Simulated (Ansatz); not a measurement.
The cell is built from the sc type as a first guess.

Ge: DFT, PBE, PAW with Ansatz's default frozen-core files, scalar-relativistic (Ansatz 0.2.0).

The relaxation starts from this cell:

```xyz
1
Lattice="2.5068 0.0000 0.0000 0.0000 2.5068 0.0000 0.0000 0.0000 2.5068" Properties=species:S:1:pos:R:3 pbc="T T T"
Ge    0.0000    0.0000    0.0000
```

Output:

```
Engine: ansatz 0.2.0
Pseudopotentials: kind: paw
Pseudopotential: Ge, paw, valence charge 14, recommended cutoff 420 eV (normal)
Functional definition: PBE
  parameter kappa = 0.804
  parameter beta = 0.06672455060314922
  exchange = pbe_x(kappa = kappa, mu = beta*pi^2/3)
  correlation = pbe_c(beta = beta)
Crystal: 1 atoms, lattice volume = 15.754 Å³
Basis set: ecut = 420 eV, 305 PW (Γ), exchange–correlation on 36×36×36 points (8 copies of the dense FFT grid, shifted against one another)
Bands: 11, of which v1, the nominal top of the filled ones, is band 7 counted from 1 (6 counted from 0)
Symmetry: 48 space group operations
Space group: Pm-3m (ITA 221), of the structure as read, at distance tolerance 2.5e-5 Å
k-points: 84 of 2197
Non-local potential: Ge, projectors of the file, l = 0: 2, l = 1: 2, l = 2: 3, l = 3: 1
PAW form: soft (Blöchl's): semilocal exchange-correlation on the pseudo side does not see the compensation charge
PAW one-centre angular grid: Ge, 590 points (default); XC on 64 Gauss nodes
Initial density: superposition of atomic densities (neutral atoms: chi_scale 0, normalization atom), corrected by the library's trained network
Initial wavefunctions: pseudopotential atomic-orbital guess
Functional: x = pbe(κ = 0.804, μ = 0.2195149727645171), c = pbe(β = 0.06672455060314922)
SCF iter   1: F=—  HF=-4294.455779 eV  |F-HF|=—  |Δ(HF+E_count)|=         —  Δρ=1.43e-3  dr2=9.15e-5  ethr=1.77e-3  ⟨swp⟩=5.2  Hψ=5156  notcnv=0
preconditioner: auto → none  [metal: Δε(μ)=0.077 eV  Ē_g=28.745 eV  σ=0.050 eV  W_gap=0.35  n_scr=6 (ndim 8)  ℏωp=35.0 eV  f_vac=0.000  D(μ)=0.43/eV (n_scr^D=0)  sad-step TF]
SCF iter   2: F=—  HF=-4294.455757 eV  |F-HF|=—  |Δ(HF+E_count)|=   2.18e-5  Δρ=1.15e-3  dr2=5.97e-5  ethr=6.53e-7  ⟨swp⟩=2.0  Hψ=2155  notcnv=0
SCF iter   3: F=—  HF=-4294.455823 eV  |F-HF|=—  |Δ(HF+E_count)|=   6.51e-5  Δρ=2.78e-4  dr2=4.98e-6  ethr=4.27e-7  ⟨swp⟩=2.0  Hψ=1492  notcnv=0
SCF iter   4: F=—  HF=-4294.455831 eV  |F-HF|=—  |Δ(HF+E_count)|=   8.55e-6  Δρ=1.32e-4  dr2=1.07e-6  ethr=3.56e-8  ⟨swp⟩=3.0  Hψ=1506  notcnv=0
iter 5 did not close the SCF: its close was put off for the readings that it lacked (scf_convergence_deferred on its scf_iter line)
SCF iter   5: F=-4294.455830 eV  HF=-4294.455830 eV  |F-HF|=2.96e-8  |Δ(HF+E_count)|=   9.17e-7  Δρ=1.43e-5  dr2=1.44e-8  ethr=7.67e-9  ⟨swp⟩=2.0  Hψ=1492  notcnv=0
SCF iter   6: F=-4294.455830 eV  HF=-4294.455830 eV  |F-HF|=5.61e-9  |Δ(HF+E_count)|=   4.19e-9  Δρ=6.24e-6  dr2=2.39e-9  ethr=1.03e-10  ⟨swp⟩=4.0  Hψ=4384  notcnv=0
SCF 1 converged in 6 iterations: F = -4294.455830 eV  dr2 = 2.39e-9
  greatest PAW one-centre occupation: 0.998 electrons in one spin orbital (limit 2), on the Ge atom at site 0 (counted from 0), in its partial waves of l = 2
relax step   1: F+E_penalty+E_count = -4294.45583016 eV  Δ(F+E_penalty+E_count) = +0.000e0 eV  max|allowed force component| = 0.000e0 eV/Å  Δτ_max = 0.0000 Å  P = +27.831 GPa  Ω = 15.754 Å³  (6 SCF iters, dr2 threshold 1.00e-7 eV, accepted)
Crystal: 1 atoms, lattice volume = 18.172 Å³
Basis set: ecut = 420 eV, 365 PW (Γ), exchange–correlation on 36×36×36 points (8 copies of the dense FFT grid, shifted against one another)
Initial density: handed on by an earlier stage of this run
Initial wavefunctions: those handed on with the density
iter 1 solved again at ethr=1.68e-5 eV; its pass at ethr=3.10e-3 eV (dr2=2.36e-3 eV) is discarded
SCF iter   1: F=—  HF=-4294.703592 eV  |F-HF|=—  |Δ(HF+E_count)|=         —  Δρ=4.45e-3  dr2=2.38e-3  ethr=1.68e-5  ⟨swp⟩=1.2  Hψ=7564  notcnv=0
preconditioner: auto → none  [metal: Δε(μ)=0.045 eV  Ē_g=27.756 eV  σ=0.050 eV  W_gap=0.22  n_scr=6 (ndim 8)  ℏωp=32.6 eV  f_vac=0.000  D(μ)=0.55/eV (n_scr^D=0)]
SCF iter   2: F=—  HF=-4294.705159 eV  |F-HF|=—  |Δ(HF+E_count)|=   1.57e-3  Δρ=2.37e-3  dr2=6.80e-4  ethr=1.68e-5  ⟨swp⟩=1.4  Hψ=959  notcnv=0
SCF iter   3: F=—  HF=-4294.705764 eV  |F-HF|=—  |Δ(HF+E_count)|=   6.05e-4  Δρ=7.32e-5  dr2=8.86e-7  ethr=4.85e-6  ⟨swp⟩=2.0  Hψ=1148  notcnv=0
SCF iter   4: F=—  HF=-4294.705814 eV  |F-HF|=—  |Δ(HF+E_count)|=   5.07e-5  Δρ=7.42e-5  dr2=4.05e-7  ethr=7.14e-10  ⟨swp⟩=7.9  Hψ=6110  notcnv=0
SCF iter   5: F=-4294.705814 eV  HF=-4294.705814 eV  |F-HF|=4.37e-8  |Δ(HF+E_count)|=   2.30e-7  Δρ=2.14e-5  dr2=3.60e-8  ethr=7.14e-10  ⟨swp⟩=6.0  Hψ=5003  notcnv=0
SCF 2 converged in 5 iterations: F = -4294.705814 eV  dr2 = 3.60e-8
relax step   2: F+E_penalty+E_count = -4294.70581402 eV  Δ(F+E_penalty+E_count) = -2.500e-1 eV  max|allowed force component| = 0.000e0 eV/Å  Δτ_max = 0.0000 Å  P = +7.725 GPa  Ω = 18.172 Å³  energy of the carried Pulay correction = -6.304e-4 eV  (5 SCF iters, dr2 threshold 1.00e-7 eV, accepted)
Crystal: 1 atoms, lattice volume = 19.308 Å³
Basis set: ecut = 420 eV, 389 PW (Γ), exchange–correlation on 36×36×36 points (8 copies of the dense FFT grid, shifted against one another)
iter 1 solved again at ethr=2.86e-6 eV; its pass at ethr=3.10e-3 eV (dr2=4.00e-4 eV) is discarded
SCF iter   1: F=—  HF=-4294.738917 eV  |F-HF|=—  |Δ(HF+E_count)|=         —  Δρ=1.80e-3  dr2=4.03e-4  ethr=2.86e-6  ⟨swp⟩=1.7  Hψ=7447  notcnv=0
preconditioner: auto → none  [metal: Δε(μ)=0.100 eV  Ē_g=27.336 eV  σ=0.050 eV  W_gap=0.40  n_scr=6 (ndim 8)  ℏωp=31.6 eV  f_vac=0.000  D(μ)=0.59/eV (n_scr^D=6)]
SCF iter   2: F=—  HF=-4294.739130 eV  |F-HF|=—  |Δ(HF+E_count)|=   2.13e-4  Δρ=9.44e-4  dr2=1.15e-4  ethr=2.86e-6  ⟨swp⟩=1.0  Hψ=924  notcnv=0
SCF iter   3: F=—  HF=-4294.739217 eV  |F-HF|=—  |Δ(HF+E_count)|=   8.66e-5  Δρ=1.05e-4  dr2=1.00e-6  ethr=8.18e-7  ⟨swp⟩=2.0  Hψ=1065  notcnv=0
SCF iter   4: F=—  HF=-4294.739260 eV  |F-HF|=—  |Δ(HF+E_count)|=   4.31e-5  Δρ=1.60e-5  dr2=1.84e-8  ethr=7.14e-10  ⟨swp⟩=7.8  Hψ=5347  notcnv=0
SCF iter   5: F=-4294.739260 eV  HF=-4294.739260 eV  |F-HF|=1.47e-9  |Δ(HF+E_count)|=   1.85e-8  Δρ=3.02e-6  dr2=8.25e-10  ethr=1.32e-10  ⟨swp⟩=5.0  Hψ=4660  notcnv=0
SCF 3 converged in 5 iterations: F = -4294.739260 eV  dr2 = 8.25e-10
relax step   3: F+E_penalty+E_count = -4294.73926016 eV  Δ(F+E_penalty+E_count) = -3.345e-2 eV  max|allowed force component| = 0.000e0 eV/Å  Δτ_max = 0.0000 Å  P = +2.056 GPa  Ω = 19.308 Å³  energy of the carried Pulay correction = -8.969e-4 eV  (5 SCF iters, dr2 threshold 1.00e-7 eV, accepted)
Crystal: 1 atoms, lattice volume = 19.756 Å³
iter 1 solved again at ethr=3.74e-7 eV; its pass at ethr=3.10e-3 eV (dr2=5.23e-5 eV) is discarded
SCF iter   1: F=—  HF=-4294.742224 eV  |F-HF|=—  |Δ(HF+E_count)|=         —  Δρ=6.62e-4  dr2=5.56e-5  ethr=3.74e-7  ⟨swp⟩=2.2  Hψ=7448  notcnv=0
preconditioner: auto → none  [metal: Δε(μ)=0.085 eV  Ē_g=27.190 eV  σ=0.050 eV  W_gap=0.35  n_scr=6 (ndim 8)  ℏωp=31.3 eV  f_vac=0.000  D(μ)=0.59/eV (n_scr^D=6)]
SCF iter   2: F=—  HF=-4294.742290 eV  |F-HF|=—  |Δ(HF+E_count)|=   6.61e-5  Δρ=3.44e-4  dr2=1.59e-5  ethr=3.74e-7  ⟨swp⟩=1.0  Hψ=924  notcnv=0
SCF iter   3: F=—  HF=-4294.742301 eV  |F-HF|=—  |Δ(HF+E_count)|=   1.14e-5  Δρ=7.28e-5  dr2=5.07e-7  ethr=1.14e-7  ⟨swp⟩=2.8  Hψ=1505  notcnv=0
SCF iter   4: F=-4294.742300 eV  HF=-4294.742300 eV  |F-HF|=1.40e-9  |Δ(HF+E_count)|=   7.67e-7  Δρ=8.95e-6  dr2=5.95e-9  ethr=7.14e-10  ⟨swp⟩=7.8  Hψ=5215  notcnv=0
SCF 4 converged in 4 iterations: F = -4294.742300 eV  dr2 = 5.95e-9
relax step   4: F+E_penalty+E_count = -4294.74230049 eV  Δ(F+E_penalty+E_count) = -3.040e-3 eV  max|allowed force component| = 0.000e0 eV/Å  Δτ_max = 0.0000 Å  P = +0.222 GPa  Ω = 19.756 Å³  energy of the carried Pulay correction = -9.973e-4 eV  (4 SCF iters, dr2 threshold 1.00e-7 eV, accepted)
Crystal: 1 atoms, lattice volume = 19.812 Å³
iter 1 solved again at ethr=6.67e-9 eV; its pass at ethr=3.10e-3 eV (dr2=9.34e-7 eV) is discarded
SCF iter   1: F=—  HF=-4294.742288 eV  |F-HF|=—  |Δ(HF+E_count)|=         —  Δρ=8.16e-5  dr2=8.02e-7  ethr=6.67e-9  ⟨swp⟩=3.0  Hψ=7171  notcnv=0
preconditioner: auto → none  [metal: Δε(μ)=0.081 eV  Ē_g=27.171 eV  σ=0.050 eV  W_gap=0.34  n_scr=6 (ndim 8)  ℏωp=31.2 eV  f_vac=0.000  D(μ)=0.59/eV (n_scr^D=6)]
SCF iter   2: F=—  HF=-4294.742328 eV  |F-HF|=—  |Δ(HF+E_count)|=   4.00e-5  Δρ=4.16e-5  dr2=2.30e-7  ethr=5.73e-9  ⟨swp⟩=2.0  Hψ=1495  notcnv=0
SCF iter   3: F=-4294.742328 eV  HF=-4294.742328 eV  |F-HF|=3.12e-8  |Δ(HF+E_count)|=   1.72e-7  Δρ=1.10e-5  dr2=1.23e-8  ethr=7.14e-10  ⟨swp⟩=7.5  Hψ=4841  notcnv=0
SCF 5 converged in 3 iterations: F = -4294.742328 eV  dr2 = 1.23e-8
relax step   5: F+E_penalty+E_count = -4294.74232769 eV  Δ(F+E_penalty+E_count) = -2.720e-5 eV  max|allowed force component| = 0.000e0 eV/Å  Δτ_max = 0.0000 Å  P = +0.007 GPa  Ω = 19.812 Å³  energy of the carried Pulay correction = -1.010e-3 eV  (3 SCF iters, dr2 threshold 1.00e-7 eV, accepted)
Basis set: ecut = 420 eV, 389 PW (Γ), exchange–correlation on 40×40×40 points (8 copies of the dense FFT grid, shifted against one another)
Initial wavefunctions: pseudopotential atomic-orbital guess (no wavefunctions were taken with the density)
iter 1 solved again at ethr=8.86e-7 eV; its pass at ethr=3.10e-3 eV (dr2=1.24e-4 eV) is discarded
SCF iter   1: F=—  HF=-4294.721718 eV  |F-HF|=—  |Δ(HF+E_count)|=         —  Δρ=4.59e-3  dr2=1.16e-4  ethr=8.86e-7  ⟨swp⟩=2.5  Hψ=7402  notcnv=0
preconditioner: auto → none  [metal: Δε(μ)=0.006 eV  Ē_g=27.183 eV  σ=0.050 eV  W_gap=0.03  n_scr=6 (ndim 8)  ℏωp=31.2 eV  f_vac=0.000  D(μ)=0.58/eV (n_scr^D=0)]
SCF iter   2: F=—  HF=-4294.740530 eV  |F-HF|=—  |Δ(HF+E_count)|=   1.88e-2  Δρ=2.30e-3  dr2=3.12e-5  ethr=8.27e-7  ⟨swp⟩=2.0  Hψ=1490  notcnv=0
SCF iter   3: F=—  HF=-4294.745649 eV  |F-HF|=—  |Δ(HF+E_count)|=   5.12e-3  Δρ=8.59e-4  dr2=4.78e-6  ethr=2.23e-7  ⟨swp⟩=2.9  Hψ=1463  notcnv=0
SCF iter   4: F=—  HF=-4294.746429 eV  |F-HF|=—  |Δ(HF+E_count)|=   7.80e-4  Δρ=2.79e-5  dr2=4.50e-8  ethr=3.41e-8  ⟨swp⟩=3.0  Hψ=1512  notcnv=0
SCF iter   5: F=—  HF=-4294.746428 eV  |F-HF|=—  |Δ(HF+E_count)|=   1.25e-6  Δρ=8.99e-6  dr2=4.28e-9  ethr=3.21e-10  ⟨swp⟩=2.0  Hψ=1385  notcnv=0
SCF iter   6: F=—  HF=-4294.746428 eV  |F-HF|=—  |Δ(HF+E_count)|=   5.47e-8  Δρ=5.21e-7  dr2=5.51e-11  ethr=3.05e-11  ⟨swp⟩=2.0  Hψ=1079  notcnv=0
SCF iter   7: F=-4294.746428 eV  HF=-4294.746428 eV  |F-HF|=9.09e-13  |Δ(HF+E_count)|=  1.23e-10  Δρ=1.30e-7  dr2=4.97e-12  ethr=1.00e-12  ⟨swp⟩=5.0  Hψ=3177  notcnv=0
SCF 6 converged in 7 iterations: F = -4294.746428 eV  dr2 = 4.97e-12
relax step   6: F+E_penalty+E_count = -4294.74642787 eV  Δ(F+E_penalty+E_count) = -4.100e-3 eV  max|allowed force component| = 0.000e0 eV/Å  Δτ_max = 0.0000 Å  P = +0.467 GPa  Ω = 19.812 Å³  stress off target by 4.67e-1 GPa  SCF on the basis re-selected at this cell (its energy is not comparable with the rows above)  (7 SCF iters)
basis re-selected at this cell: Δ(F+E_penalty+E_count) = -4.100e-3 eV, ΔP = +0.461 GPa vs the last step (what re-selecting the basis moved, of the pressure what is left beyond the Pulay correction that the steps carried, after the strain that the cell walked since its last selection, with what the two solves' SCF thresholds leave and, on support functions, any second-order correction that the steps lacked; it is no measure of the basis error at this ecutwfc). The dense FFT grid was sized anew with the basis: this SCF ran on 20×20×20 points, the steps before it on 18×18×18, so part of this shift can come from that change (see relax.cell in the input reference). This SCF's stress stands 4.67e-1 GPa from its target on what of the cell is left free (relax.cell.stress_tol is 5.00e-2 GPa) and its largest allowed force component is 0.00e0 eV/Å (relax.f_tol is 5.00e-3 eV/Å): not within both, so this SCF does not close the relaxation
Crystal: 1 atoms, lattice volume = 19.933 Å³
iter 1 solved again at ethr=2.64e-8 eV; its pass at ethr=3.10e-3 eV (dr2=3.70e-6 eV) is discarded
SCF iter   1: F=—  HF=-4294.746600 eV  |F-HF|=—  |Δ(HF+E_count)|=         —  Δρ=1.72e-4  dr2=3.82e-6  ethr=2.64e-8  ⟨swp⟩=2.0  Hψ=6791  notcnv=0
preconditioner: auto → none  [metal: Δε(μ)=0.026 eV  Ē_g=27.135 eV  σ=0.050 eV  W_gap=0.13  n_scr=6 (ndim 8)  ℏωp=31.1 eV  f_vac=0.000  D(μ)=0.59/eV (n_scr^D=0)]
SCF iter   2: F=—  HF=-4294.746601 eV  |F-HF|=—  |Δ(HF+E_count)|=   7.39e-7  Δρ=9.33e-5  dr2=1.09e-6  ethr=2.64e-8  ⟨swp⟩=1.0  Hψ=924  notcnv=0
SCF iter   3: F=-4294.746601 eV  HF=-4294.746601 eV  |F-HF|=4.22e-8  |Δ(HF+E_count)|=   7.84e-7  Δρ=8.89e-6  dr2=1.03e-8  ethr=7.14e-10  ⟨swp⟩=5.2  Hψ=4676  notcnv=0
SCF 7 converged in 3 iterations: F = -4294.746601 eV  dr2 = 1.03e-8
relax step   7: F+E_penalty+E_count = -4294.74660139 eV  Δ(F+E_penalty+E_count) = -1.735e-4 eV  max|allowed force component| = 0.000e0 eV/Å  Δτ_max = 0.0000 Å  P = +0.051 GPa  Ω = 19.933 Å³  energy of the carried Pulay correction = -2.185e-5 eV  (3 SCF iters, dr2 threshold 1.00e-7 eV, accepted)
Crystal: 1 atoms, lattice volume = 19.948 Å³
iter 1 solved again at ethr=4.95e-10 eV; its pass at ethr=3.10e-3 eV (dr2=6.92e-8 eV) is discarded
SCF iter   1: F=—  HF=-4294.746602 eV  |F-HF|=—  |Δ(HF+E_count)|=         —  Δρ=2.18e-5  dr2=6.94e-8  ethr=4.95e-10  ⟨swp⟩=2.0  Hψ=6784  notcnv=0
preconditioner: auto → none  [metal: Δε(μ)=0.026 eV  Ē_g=27.130 eV  σ=0.050 eV  W_gap=0.13  n_scr=6 (ndim 8)  ℏωp=31.1 eV  f_vac=0.000  D(μ)=0.59/eV (n_scr^D=0)]
SCF iter   2: F=—  HF=-4294.746601 eV  |F-HF|=—  |Δ(HF+E_count)|=   9.15e-7  Δρ=1.25e-5  dr2=1.77e-8  ethr=4.95e-10  ⟨swp⟩=2.0  Hψ=1490  notcnv=0
SCF iter   3: F=-4294.746601 eV  HF=-4294.746601 eV  |F-HF|=1.29e-9  |Δ(HF+E_count)|=   1.08e-8  Δρ=4.33e-6  dr2=2.51e-9  ethr=4.60e-11  ⟨swp⟩=6.0  Hψ=3774  notcnv=0
SCF 8 converged in 3 iterations: F = -4294.746601 eV  dr2 = 2.51e-9
relax step   8: F+E_penalty+E_count = -4294.74660100 eV  Δ(F+E_penalty+E_count) = +3.934e-7 eV  max|allowed force component| = 0.000e0 eV/Å  Δτ_max = 0.0000 Å  P = +0.001 GPa  Ω = 19.948 Å³  energy of the carried Pulay correction = -2.466e-5 eV  (3 SCF iters, dr2 threshold 6.44e-9 eV, accepted)
iter 1 solved again at ethr=5.19e-8 eV; its pass at ethr=3.10e-3 eV (dr2=7.26e-6 eV) is discarded
SCF iter   1: F=—  HF=-4294.745539 eV  |F-HF|=—  |Δ(HF+E_count)|=         —  Δρ=7.51e-4  dr2=2.43e-6  ethr=5.19e-8  ⟨swp⟩=2.9  Hψ=7588  notcnv=0
preconditioner: auto → none  [metal: Δε(μ)=0.027 eV  Ē_g=27.131 eV  σ=0.050 eV  W_gap=0.13  n_scr=6 (ndim 8)  ℏωp=31.1 eV  f_vac=0.000  D(μ)=0.59/eV (n_scr^D=0)]
SCF iter   2: F=—  HF=-4294.746370 eV  |F-HF|=—  |Δ(HF+E_count)|=   8.31e-4  Δρ=3.76e-4  dr2=5.93e-7  ethr=1.73e-8  ⟨swp⟩=2.0  Hψ=1071  notcnv=0
SCF iter   3: F=—  HF=-4294.746622 eV  |F-HF|=—  |Δ(HF+E_count)|=   2.52e-4  Δρ=2.65e-5  dr2=7.21e-9  ethr=4.23e-9  ⟨swp⟩=2.0  Hψ=1059  notcnv=0
SCF iter   4: F=—  HF=-4294.746623 eV  |F-HF|=—  |Δ(HF+E_count)|=   1.19e-6  Δρ=3.01e-6  dr2=5.83e-10  ethr=5.15e-11  ⟨swp⟩=2.0  Hψ=1506  notcnv=0
SCF iter   5: F=—  HF=-4294.746623 eV  |F-HF|=—  |Δ(HF+E_count)|=   1.41e-9  Δρ=5.34e-7  dr2=3.64e-11  ethr=4.17e-12  ⟨swp⟩=2.0  Hψ=1505  notcnv=0
SCF iter   6: F=-4294.746623 eV  HF=-4294.746623 eV  |F-HF|=0.00e0  |Δ(HF+E_count)|=  3.82e-11  Δρ=6.39e-8  dr2=8.60e-13  ethr=1.00e-12  ⟨swp⟩=5.0  Hψ=3144  notcnv=0
SCF 9 converged in 6 iterations: F = -4294.746623 eV  dr2 = 8.60e-13
relax step   9: F+E_penalty+E_count = -4294.74662348 eV  Δ(F+E_penalty+E_count) = -2.248e-5 eV  max|allowed force component| = 0.000e0 eV/Å  Δτ_max = 0.0000 Å  P = -0.003 GPa  Ω = 19.948 Å³  stress off target by 2.94e-3 GPa  SCF on the basis re-selected at this cell (its energy is not comparable with the rows above)  (6 SCF iters)
basis re-selected at this cell: Δ(F+E_penalty+E_count) = -2.248e-5 eV, ΔP = -0.004 GPa vs the last step (what re-selecting the basis moved, of the pressure what is left beyond the Pulay correction that the steps carried, after the strain that the cell walked since its last selection, with what the two solves' SCF thresholds leave and, on support functions, any second-order correction that the steps lacked; it is no measure of the basis error at this ecutwfc). This SCF's stress stands 2.94e-3 GPa from its target on what of the cell is left free (relax.cell.stress_tol is 5.00e-2 GPa) and its largest allowed force component is 0.00e0 eV/Å (relax.f_tol is 5.00e-3 eV/Å): within both
SCF converged after 6 iterations
Free energy (F): -4294.746623 eV
Harris-Foulkes:  -4294.746623 eV  (|F-HF|=0.00e0)
Internal energy: -4294.742158 eV  (E = F + TS)
E sigma→0 (E₀):  -4294.744391 eV
Entropy (-TS):   -0.004465 eV (-4.465 meV/atom)
Fermi energy:    10.043892 eV
--- Per-component energies (eV) ---
  E_band       = -125.889526
  E_kinetic    = 110.427707
  E_local      = -2224.808400  (includes V_loc(G=0)·N_el)
  E_nonlocal   = 416.394712
  E_hartree    = 972.699578
  E_xc         = -75.429078
  E_vxc        = -64.366830  (∫ρ·V_xc dr)
  E_paw        = -2017.704588  (= ΣΔE_a)
  E_vpaw       = -308.936187  (= ΣTr[D̂ρ^β])
  E_aug_tail   = 0.000305  (compensation charges beyond the density's cutoff)
  E_ewald      = -1476.322394
  E_smearing   = -0.004465  (= −TS)
  E_closure    = -0.000000  (closes the sum)
  Σ components = -4294.746623   (vs F -4294.746623, Δ=0.00e0)
--- Forces (eV/Å), atoms counted from 1 ---
  atom   1  Ge    -0.00000000    -0.00000000     0.00000000
  max |Σ_I F_I| component: 4.11e-33 eV/Å
--- Stress (GPa, compression-positive) ---
       -0.002943      -0.000000       0.000000
       -0.000000      -0.002943       0.000000
        0.000000       0.000000      -0.002943
  P = ⅓ Tr σ = -0.0029 GPa (-0.029 kbar)
--- Band table (eV; the first three rows and the last of 84) ---
  k-point 0: bands = ["-14.6709", "-14.6709", "-14.4295", "-14.4295", "-14.4295", "-2.7362", "16.5574", "16.5574", "16.5574", "19.9450", "19.9450"]
  k-point 1: bands = ["-14.6701", "-14.6600", "-14.4332", "-14.4332", "-14.4292", "-2.6208", "14.9597", "16.6681", "16.6681", "20.0473", "21.0682"]
  k-point 2: bands = ["-14.6680", "-14.6297", "-14.4433", "-14.4433", "-14.4284", "-2.2757", "12.4694", "16.9933", "16.9933", "20.3519", "21.8601"]
  k-point 83: bands = ["-14.5681", "-14.5677", "-14.5677", "-14.3554", "-14.3554", "8.4099", "10.3065", "10.3065", "11.0655", "16.7775", "17.0366"]
--- Relaxed structure (7 steps of the walk, 7 accepted, 2 SCFs on fresh bases) ---
  F+E_penalty+E_count = -4294.74662348 eV   max|allowed force component| = 0.000e0 eV/Å   (the final SCF, on the basis selected at the relaxed cell)
  cell:  # Å, volume = 19.9482 Å³
    - [2.7120740320426675, 6.841063656625493e-33, -4.614207158427752e-34]
    - [6.841063656625493e-33, 2.7120740320426675, -4.012354050806742e-36]
    - [5.657419211637506e-34, 0.0, 2.7120740320426675]
  atoms:
    - { symbol: Ge, position: [0.0, 0.0, 0.0] }
```
